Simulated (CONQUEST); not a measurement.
## CdS (Greenockite): single point with PBE

Crystal: CdS (Greenockite).

```
Cd S
1.0
     4.15000    0.00000    0.00000
     0.00000    6.73700    0.00000
     0.00000    0.00000    7.18801
Cd S
4 4
Direct
  0.00864 0.49822 0.32619
  0.50864 0.49822 0.82619
  0.49765 0.00239 0.16618
  0.99765 0.00239 0.66618
  0.00125 0.87277 0.33129
  0.50125 0.87277 0.83129
  0.00080 0.37511 0.66969
  0.50080 0.37511 0.16969
```

The cell isn't the ideal one: atoms moved at random, drawn with an rms of 0.05 Å.

```
Program             : CONQUEST 1.3
Task                : single point
Functional          : PBE
Potentials or basis : PseudoDojo NC PBE, DZP, multi-site functions of range 6.5 bohr, grid cutoff 120 Ha
k mesh              : 7 × 4 × 4
Occupations         : fermi-dirac, width 0.05 eV
Spin                : no spin polarisation
Solver              : diagonalisation
SCF tolerance       : 1e-06
```

The pressure is 3.5 GPa, the largest force is 0.458 eV/Å and the band gap on the k mesh is 1.46 eV. The mulliken charges are Cd +0.91; S -0.92, -0.90 e.

Forces in eV/Å, atoms in the order of the input:
```
Cd  -0.217  0.002  0.367
Cd  -0.217  0.002  0.367
Cd   0.084 -0.257 -0.045
Cd   0.084 -0.257 -0.045
S   -0.083  0.177  0.074
S   -0.083  0.177  0.074
S    0.227  0.063 -0.393
S    0.227  0.063 -0.393
```

Stress tensor (GPa, compression positive):
```
 3.94 -0.17 -0.44
-0.17  4.28  0.35
-0.44  0.35  2.30
```

It took 57 s on 1 thread of Intel(R) Xeon(R) Platinum 8559C (Emerald Rapids), on a shared host, peak memory 0.93 GiB.

Caveat: Mulliken charges move with the basis; multi-site functions contract the basis, which raises the energy a little and makes forces and stress less exact; an odd mesh through Γ misses points on the zone boundary, where band edges often lie; the basis of atomic orbitals isn't converged, which shifts pressures, moduli and gaps.
